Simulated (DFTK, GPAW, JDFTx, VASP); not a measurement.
**One calculation of C, 5 ways**

```
C
1.0
     0.00000    1.78337    1.78337
     1.78337    0.00000    1.78337
     1.78337    1.78337    0.00000
C
2
Direct
  0.75000 0.75000 0.75000
  0.50000 0.50000 0.50000
```

Alike in all runs: task band structure; functional r2SCAN; k mesh 13 × 13 × 13; occupations fermi-dirac, width 0.05 eV; no spin polarisation; no spin-orbit coupling. Pressure is positive in compression and, in plane waves, holds the error of the finite cutoff. Gaps are the smaller of the mesh's and the band path's.

| program and potentials | plane-wave cutoff (eV) | notes | band gap (eV) | pressure (GPa) |
| --- | --- | --- | --- | --- |
| DFTK, SG15 1.2 (PBE) | 1225 | potentials made for PBE | 4.27 | -2.30 |
| JDFTx, SG15-PBE-1.2 with smoothed tails | 1361 | potentials made for PBE | 4.26 | - |
| VASP, PBE PAW files C, 520 eV | 520 | potentials made for PBE | 4.34 | -1.31 |
| JDFTx, SG15-PBE-1.2 | 1088 | potentials made for PBE | 4.26 | - |
| GPAW, GPAW PAW data sets (gpaw-data 1.2.1) | 800 | potentials made for PBE | 4.34 | -3.06 |

The band gap spans 4.26 (JDFTx, SG15-PBE-1.2 with smoothed tails) to 4.34 eV (GPAW, GPAW PAW data sets (gpaw-data 1.2.1)). The pressure spans -3.06 (GPAW, GPAW PAW data sets (gpaw-data 1.2.1)) to -1.31 GPa (VASP, PBE PAW files C, 520 eV). The paths' points differ, which is worth about 0.01 eV.

Differences between rows come from potentials, basis sets and numerical settings, since the functional is the same but for its coding. Runs on potential files found faulty are left out.

The gaps group by type of potential rather than by program: the three runs with norm-conserving SG15 potentials give 4.26 to 4.27 eV, the two PAW runs 4.34 eV. One possible reason is that r2SCAN depends on the kinetic-energy density, which PAW reconstructs near the nucleus and a norm-conserving potential smooths. The wide gap itself reflects the large splitting between bonding and antibonding sp³ states in short, strong C–C bonds.

All five values nevertheless lie well below the measured gap of diamond. Their close agreement points to the functional: a semilocal meta-GGA recovers only part of the derivative discontinuity that separates the band gap from the fundamental gap. Lattice vibrations can't account for the shortfall, since zero-point motion narrows the measured gap.

The pressures don't follow the same grouping, as the two PAW runs mark both extremes. Their common negative sign suggests a cell slightly larger than the r2SCAN equilibrium, though diamond is so stiff that pressures of this size correspond to only a very small change in lattice constant.
